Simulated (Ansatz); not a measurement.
A 2-atom cell of LiBr started from a crystallographic database (r2SCAN geometry), in Ansatz:

```xyz
2
Lattice="0.0000 2.7395 2.7395 2.7395 0.0000 2.7395 2.7395 2.7395 0.0000" Properties=species:S:1:pos:R:3 pbc="T T T"
Li    0.0000    0.0000    0.0000
Br    2.7395    2.7395    2.7395
```

G0W0@PBE with 225 empty bands, a screening cutoff of 180 eV and a 6×6×6 mesh (PAW, contour deformation) gives 7.258 eV over the mesh points, from a PBE gap of 4.991 eV; it sums over 230 bands with 229 plane waves in the screening and a wave cutoff of 420 eV. The G0W0 figures hold for the stated bands, cutoff and mesh and aren't extrapolated. The values are computed, spin-unpolarised, and not measurements.

**Question.** Another run gave a Kohn-Sham gap of 4.990 eV and a G0W0 gap of 7.187 eV, summing over 230 bands with 229 plane waves in the screening and a wave cutoff of 1034 eV. What was changed?

**Answer.** Potentials of the kind norm-conserving, with them a wave cutoff of 1034 eV. The wave cutoff gives it away.

**Question.** Estimate the gap with starting point PBE0.

**Answer.** 8.028 eV (+0.770 eV), from a Kohn-Sham gap of 6.903 eV.

**Question.** Estimate the gap with starting point HSE06.

**Answer.** 7.824 eV (+0.566 eV), from a Kohn-Sham gap of 6.213 eV.

**Question.** Another run gave a Kohn-Sham gap of 4.991 eV and a G0W0 gap of 7.316 eV, summing over 442 bands with 387 plane waves in the screening and a wave cutoff of 420 eV. What was changed?

**Answer.** Empty bands 437, screening cutoff 260 eV. The counts of bands and plane waves show that both rose or fell; the cutoff follows only within a few eV.

The runs are scalar-relativistic, without spin-orbit coupling.
